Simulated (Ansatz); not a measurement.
# An added C started as a split pair with a C atom in zincblende SiC, 65 atoms, charge +2

All numbers below come from DFT, PBEsol, PAW, plane waves (Ansatz 0.2.0).

Command (of this form; memory limits and the device number are left out):

```sh
ansatz run in.yaml --threads 8 --pin off --runs-dir r --events-out ev --progress --plain --backend cuda
```

The input less its lattice and atoms:

```yaml
crystal:
  symmetry: { detect: false }
kpoints:
  mp_grid: { grid: [1, 1, 1], shift: [0.25, 0.25, 0.25] }
hamiltonian:
  xc: pbesol
total_charge: 2
scf:
  occupations: { method: fermi_dirac, width: 0.01 }
relax:
  f_tol: 0.03
  max_steps: 80
  escape_saddle: false
  adjacent_minimum: "off"
output:
  forces: true
  eigenvalues: true
  populations: true
  charged_corrections: { epsilon: 9.7 }
```

Start:

```xyz
65
Lattice="8.7137 0.0000 0.0000 0.0000 8.7137 0.0000 0.0000 0.0000 8.7137" Properties=species:S:1:pos:R:3 pbc="T T T"
Si    0.0206    8.7078    8.7071
Si    0.0324    8.7049    4.3723
Si    8.7033    4.3439    8.6873
Si    8.6959    4.3643    4.3540
Si    4.3437    0.0236    0.0216
Si    4.3533    8.7104    4.3878
Si    4.3366    4.3512    0.0144
Si    4.3376    4.3620    4.3756
Si    2.1812    2.1815    0.0225
Si    2.1979    2.1632    4.3573
Si    2.1494    6.5320    0.0327
Si    2.1905    6.5608    4.3443
Si    6.5436    2.1921    8.6878
Si    6.5470    2.1803    4.3676
Si    6.5487    6.5318    8.6671
Si    6.5022    6.5201    4.3877
Si    2.1707    8.7132    2.1767
Si    2.1832    8.7106    6.5346
Si    2.2102    4.3762    2.1866
Si    2.1843    4.3597    6.5187
Si    6.4910    8.7127    2.1846
Si    6.5495    0.0130    6.5074
Si    6.5424    4.3608    2.1650
Si    6.5550    4.3623    6.5322
Si    0.0266    2.1500    2.1923
Si    0.0064    2.1705    6.5222
Si    0.0089    6.5537    2.1704
Si    8.7017    6.5416    6.5336
Si    4.3623    2.1653    2.1740
Si    4.3313    2.1430    6.5406
Si    4.3475    6.5012    2.1815
Si    4.4114    6.5172    6.5549
C     1.0814    1.1123    1.1039
C     1.1026    1.1217    5.4353
C     1.0794    5.4629    1.0987
C     1.0798    5.4381    5.4468
C     5.4498    1.0891    1.0770
C     5.4676    1.1141    5.4778
C     5.4144    5.4727    1.0904
C     4.8224    4.8424    5.4272
C     3.2736    3.2742    1.0820
C     3.2791    3.2472    5.4773
C     3.2809    7.6017    1.0920
C     3.2663    7.6535    5.4831
C     7.6278    3.2749    1.0889
C     7.6759    3.2576    5.4064
C     7.6185    7.6415    1.0904
C     7.6523    7.5756    5.4485
C     3.2512    1.1051    3.2696
C     3.2673    1.1072    7.6374
C     3.2736    5.4168    3.2535
C     3.2909    5.4746    7.6233
C     7.6087    1.0839    3.2812
C     7.6046    1.1228    7.6211
C     7.6166    5.4495    3.2426
C     7.6637    5.4807    7.6371
C     1.0805    3.2581    3.3046
C     1.0497    3.2886    7.6200
C     1.1127    7.5796    3.3014
C     1.0494    7.6239    7.6442
C     5.4633    3.2892    3.2719
C     5.4643    3.2643    7.5989
C     5.4827    7.6246    3.2819
C     5.4598    7.6213    7.6042
C     6.0183    6.0350    5.4537
```

Steps:

```
 step  energy less the first (eV)  largest force component (eV/Å)
start                       0.000                          40.131
    1                     -13.470                          14.385
    2                     -19.611                           4.873
    3                     -21.349                           1.580
    4                     -21.508                           2.471
    5                     -21.805                           0.372
    6                     -21.827                           0.127
    7                     -21.836                           0.020
```

A structure on the way, about -19.61 eV from the start:

```xyz
65
Lattice="8.7137 0.0000 0.0000 0.0000 8.7137 0.0000 0.0000 0.0000 8.7137" Properties=species:S:1:pos:R:3 pbc="T T T"
Si    0.0161    0.0042    8.7082
Si    0.0344    0.0372    4.3081
Si    0.0037    4.3427    0.0194
Si    0.0101    4.3591    4.3527
Si    4.3476    0.0053    0.0272
Si    4.3674    0.0066    4.3479
Si    4.3595    4.3532    0.0235
Si    4.2168    4.2214    4.2565
Si    2.1754    2.1713    8.7050
Si    2.1344    2.1365    4.2896
Si    2.1874    6.5520    0.0114
Si    2.1587    6.5382    4.3445
Si    6.5569    2.1854    0.0119
Si    6.5389    2.1655    4.3497
Si    6.5480    6.5447    0.0337
Si    6.6478    6.6529    4.3273
Si    2.1840    8.7098    2.1623
Si    2.1915    8.7113    6.5312
Si    2.1575    4.3328    2.1466
Si    2.1442    4.3473    6.5431
Si    6.5584    0.0066    2.1695
Si    6.5598    0.0397    6.5475
Si    6.5339    4.3710    2.1868
Si    6.6086    4.2930    6.5799
Si    8.7120    2.1822    2.1567
Si    8.7118    2.1875    6.5396
Si    0.0058    6.5457    2.1672
Si    0.0387    6.5608    6.5402
Si    4.3349    2.1594    2.1505
Si    4.3511    2.1490    6.5416
Si    4.3759    6.5281    2.1733
Si    4.2933    6.6195    6.5864
C     1.0953    1.0925    1.0900
C     1.0895    1.0925    5.4635
C     1.0966    5.4598    1.0801
C     1.0945    5.4475    5.4499
C     5.4583    1.0880    1.0863
C     5.4532    1.0881    5.4505
C     5.4499    5.4473    1.0920
C     4.9448    4.9588    5.5312
C     3.2595    3.2576    1.0721
C     3.1559    3.1595    5.4952
C     3.2793    7.6195    1.1026
C     3.2647    7.6342    5.4209
C     7.6131    3.2832    1.1040
C     7.6263    3.2700    5.4285
C     7.6455    7.6409    1.0896
C     7.7292    7.7279    5.4876
C     3.2674    1.0756    3.2529
C     3.2723    1.0724    7.6362
C     3.2263    5.4354    3.2216
C     3.2662    5.4178    7.6347
C     7.6343    1.1016    3.2550
C     7.6385    1.1125    7.6435
C     7.6447    5.4557    3.2599
C     7.6521    5.4813    7.6558
C     1.0756    3.2670    3.2488
C     1.0715    3.2669    7.6423
C     1.0997    7.6307    3.2555
C     1.1186    7.6402    7.6377
C     5.4392    3.2257    3.2326
C     5.4284    3.2636    7.6400
C     5.4657    7.6475    3.2538
C     5.4773    7.6461    7.6552
C     5.8839    5.9038    5.5986
```

End:

```xyz
65
Lattice="8.7137 0.0000 0.0000 0.0000 8.7137 0.0000 0.0000 0.0000 8.7137" Properties=species:S:1:pos:R:3 pbc="T T T"
Si    0.0104    0.0097    0.0107
Si    0.0264    0.0256    4.3492
Si    0.0270    4.3478    0.0274
Si    0.0104    4.3629    4.3636
Si    4.3481    0.0264    0.0276
Si    4.3635    0.0096    4.3633
Si    4.3632    4.3625    0.0112
Si    4.0607    4.0592    4.0607
Si    2.1745    2.1737    8.7085
Si    2.1257    2.1252    4.3398
Si    2.1788    6.5452    0.0137
Si    2.1713    6.5317    4.3621
Si    6.5460    2.1784    0.0132
Si    6.5326    2.1700    4.3619
Si    6.5535    6.5526    0.0400
Si    6.6906    6.6902    4.2830
Si    2.1743    8.7072    2.1751
Si    2.1786    0.0128    6.5460
Si    2.1257    4.3386    2.1265
Si    2.1714    4.3606    6.5328
Si    6.5458    0.0122    2.1794
Si    6.5536    0.0387    6.5536
Si    6.5326    4.3605    2.1714
Si    6.6911    4.2814    6.6925
Si    8.7081    2.1735    2.1751
Si    0.0134    2.1781    6.5460
Si    0.0133    6.5449    2.1793
Si    0.0397    6.5528    6.5538
Si    4.3392    2.1248    2.1261
Si    4.3611    2.1707    6.5325
Si    4.3612    6.5316    2.1719
Si    4.2822    6.6907    6.6926
C     1.0960    1.0952    1.0961
C     1.0848    1.0841    5.4613
C     1.0852    5.4608    1.0852
C     1.0953    5.4523    5.4536
C     5.4618    1.0843    1.0850
C     5.4529    1.0942    5.4535
C     5.4531    5.4525    1.0957
C     5.0606    5.0584    5.0572
C     3.2654    3.2647    1.0805
C     3.1992    3.1986    5.4476
C     3.2775    7.6286    1.0991
C     3.2795    7.6271    5.4506
C     7.6296    3.2766    1.0988
C     7.6277    3.2787    5.4506
C     7.6411    7.6402    1.1090
C     7.6848    7.6840    5.4789
C     3.2654    1.0792    3.2660
C     3.2773    1.0980    7.6297
C     3.1994    5.4467    3.2001
C     3.2790    5.4492    7.6282
C     7.6295    1.0976    3.2778
C     7.6408    1.1082    7.6408
C     7.6280    5.4498    3.2794
C     7.6852    5.4778    7.6857
C     1.0797    3.2647    3.2659
C     1.0987    3.2767    7.6298
C     1.0986    7.6287    3.2779
C     1.1091    7.6402    7.6409
C     5.4481    3.1981    3.1994
C     5.4498    3.2783    7.6282
C     5.4505    7.6273    3.2794
C     5.4787    7.6849    7.6861
C     5.7819    5.7821    5.7849
```

Self-consistency was reached.

Time: 7.5 s of wall time on one NVIDIA GB300 with 8 processor threads, on a host shared with other runs; peak host memory 1.7 GiB.

Task: How much energy did the relaxation gain, and which atom moved most?

Result: 21.84 eV in 7 steps, from a start with small random displacements (neighbours that lie too close to an added atom are first pushed off); atom 8 (Si) moved 0.52 Å, the median atom 0.04 Å (drift of the whole cell removed).

The run had no spin, and a state with a moment may lie lower. The one k point has no symmetry partners, which can distort the end along one axis.
